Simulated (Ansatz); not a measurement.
## Varying the input for PbO2

The reference input for Ansatz (plane-wave DFT with PAW):

```yaml
crystal:
  lattice:
    - [0.0, 2.701992, 2.701992]
    - [2.701992, 0.0, 2.701992]
    - [2.701992, 2.701992, 0.0]
  atoms:
    - { symbol: Pb, position: [0.0, 0.0, 0.0] }
    - { symbol: O, position: [0.25, 0.25, 0.25] }
    - { symbol: O, position: [0.75, 0.75, 0.75] }
basis:
  ecutwfc: 420
kpoints:
  mp_grid: { grid: [6, 6, 6] }
hamiltonian:
  xc: pbe
scf:
  occupations: { method: gaussian, width: 0.1 }
output:
  forces: true
  stress: true
  eigenvalues: true
```

Command:

```bash
ansatz run input.yaml --threads 1 --pin off --max-ram 1331MiB --backend cpu --events-out ev --progress --plain --runs-dir out
```

The run converges in 6 SCF iterations on 16 irreducible k-points: pressure 0.03 GPa, no gap.

Settings here are deliberately varied, not converged. Each trial's input is given as a difference from the reference's; energies are extrapolated to zero smearing where there is one, and pressure is positive in compression. Charged cells sit in a uniform background, and their pressures hang on that convention.

Problem. Trial 1 (volume scaled):

```diff
 crystal:
   lattice:
-    - [0.0, 2.701992, 2.701992]
-    - [2.701992, 0.0, 2.701992]
-    - [2.701992, 2.701992, 0.0]
+    - [0.0, 2.6183710443, 2.6183710443]
+    - [2.6183710443, 0.0, 2.6183710443]
+    - [2.6183710443, 2.6183710443, 0.0]
 hamiltonian:
-  xc: pbe
+  xc: rpbe
+  hubbard: { sites: [{ species: O, l: p, u_eff: 8.8 }] }
```

What does the program give?

Solution. The run converges in 7 SCF iterations on 16 irreducible k-points: pressure 5.71 GPa, gap on the sampled k-points 0.18 eV (the reference is a metal, so it comes from the sampling or the changed settings). Under a U the state reached may not be the lowest.

Problem. Trial 2:

```diff
 kpoints:
-  mp_grid: { grid: [6, 6, 6] }
+  mp_grid: { grid: [2, 2, 2], shift: [0.5, 0.5, 0.5] }
 scf:
-  occupations: { method: gaussian, width: 0.1 }
+  occupations: { method: fermi_dirac, width: "0.005 Ry" }
```

What does the program give?

Solution. The run converges in 7 SCF iterations on 2 irreducible k-points: energy 34.2 meV per atom below the reference, pressure -0.18 GPa, largest force 0.159 eV/Å, gap on the sampled k-points 1.91 eV (the reference is a metal, so it comes from the sampling or the changed settings). It warns that the mesh lowers the symmetry.

Problem. Trial 3:

```diff
 scf:
+  n_extra_bands: 0
+  max_iter: 8
+  convergence: { dr2_threshold: "1e-22 eV" }
```

What happens?

Solution. The program refuses the input:

```text
Error: inconsistent input (scf.n_extra_bands, scf.occupations.method): n_bands = 13 leaves no empty band above the 13 bands per channel that the deck's 26 electrons occupy, and the occupations search for the Fermi level (a smearing at a finite width, or tetrahedra): a level found among occupied bands alone can fill a metal as an insulator …
```

Next try, with these keys changed back:

```diff
 scf:
-  n_extra_bands: 0
```

The run stops unconverged after 8 SCF iterations:

```text
Error: did not converge after 8 iterations: dr2 = 7.99e-12 (threshold 1.00e-22), under the density mixer `msr1`, which `scf.mixing.algorithm: auto` chose by the deck's other keys (type `scf.mixing.algorithm: msr1` to keep it); raise `scf.max_iter`, which need not help a stalled SCF …
```

Problem. Trial 4:

```diff
 scf:
+  lower_state_search: standard
```

What happens?

Solution. The run converges in 6 SCF iterations on 16 irreducible k-points: the reference's energy to 0.01 meV per atom, pressure 0.03 GPa, no gap.

Problem. Trial 5:

```diff
 crystal:
+  symmetry: { time_reversal: false }
 kpoints:
-  mp_grid: { grid: [6, 6, 6] }
+  mp_grid: { grid: [2, 2, 2], shift: [0.5, 0.5, 0] }
+  band_path: { path: [[0, 0, 0], [0.5, 0, 0], [0.5, 0.5, 0.5]], npoints: 4 }
 scf:
-  occupations: { method: gaussian, width: 0.1 }
+  occupations: { method: fixed, width: 0.1 }
+  convergence: { dr2_threshold: "1e-2 eV" }
+  self_checks: high
+  max_iter: 97
```

What happens?

Solution. The program refuses the input:

```text
Error: inconsistent input (crystal.symmetry.time_reversal, crystal.symmetry.detect): time_reversal: false is refused where crystal.symmetry.detect is not typed false — with detection left on, false cannot take time reversal from the run: detection, or the section that takes its place, decides whether it is kept …
```

Next try, with these keys changed back:

```diff
 crystal:
-  symmetry: { time_reversal: false }
```

The run converges in 6 SCF iterations on 3 irreducible k-points: energy 33.1 meV per atom above the reference, pressure -0.71 GPa, no gap. It warns that the SCF threshold is loose for the forces; that the smearing width isn't read; that the SCF threshold is loose for the stress; that the mesh lowers the symmetry.

Problem. Trial 6:

```diff
+total_charge: -0.1
 basis:
-  ecutwfc: 420
+  ecutwfc: "49 Ry"
 hamiltonian:
+  dispersion: d3bj
 scf:
+  max_iter: 80
+  convergence: { dr2_threshold: "1e-4 eV" }
```

How does this run end?

Solution. The run converges in 6 SCF iterations on 16 irreducible k-points: pressure -1.88 GPa (with the neutralising background of the charged cell), no gap. It warns that the SCF threshold is loose for the forces; that the SCF threshold is loose for the stress.

Problem. Trial 7 (origin moved):

```diff
 crystal:
   atoms:
-    - { symbol: Pb, position: [0.0, 0.0, 0.0] }
-    - { symbol: O, position: [0.25, 0.25, 0.25] }
-    - { symbol: O, position: [0.75, 0.75, 0.75] }
+    - { symbol: Pb, position: [0.576, 0.662, 0.504] }
+    - { symbol: O, position: [0.826, 0.912, 0.754] }
+    - { symbol: O, position: [1.326, 1.412, 1.254] }
 basis:
-  ecutwfc: 420
+  ecutwfc: 160
 scf:
+  mixing: { algorithm: anderson, preconditioner: ldos }
+  initial_density: { chi_scale: 0, normalization: atom }
+  max_iter: 300
```

What happens?

Solution. The run converges in 7 SCF iterations on 16 irreducible k-points: energy 18.22 eV per atom above the reference, pressure 9.26 GPa (unreliable at so low a cutoff), no gap. It warns that the cutoff lies under the recommended one, 420 eV for these potentials.

Problem. Trial 8:

```diff
 scf:
-  occupations: { method: gaussian, width: 0.1 }
+  occupations: { method: cold }
```

What happens?

Solution. The run converges in 6 SCF iterations on 16 irreducible k-points: energy 0.21 meV per atom above the reference, pressure 0.03 GPa, no gap.

Problem. Trial 9:

```diff
 basis:
-  ecutwfc: 420
+  ecutwfc: "19 Ha"
 kpoints:
-  mp_grid: { grid: [6, 6, 6] }
+  mp_grid: { kspacing: 0.87 }
 scf:
-  occupations: { method: gaussian, width: 0.1 }
+  occupations: { method: fermi_dirac, width: "100 K" }
+  n_extra_bands: 1
```

What happens?

Solution. The run converges in 6 SCF iterations on 4 irreducible k-points: energy 2.80 meV per atom below the reference, pressure 0.50 GPa, no gap.

Problem. Trial 10:

```diff
 basis:
+  ecutrho_ratio: 8
 scf:
-  occupations: { method: gaussian, width: 0.1 }
+  occupations: { method: methfessel_paxton, width: 0.19 }
+  max_iter: 60
```

What does the program give?

Solution. The run converges in 5 SCF iterations on 16 irreducible k-points: energy 0.04 meV per atom below the reference, pressure -0.02 GPa, no gap.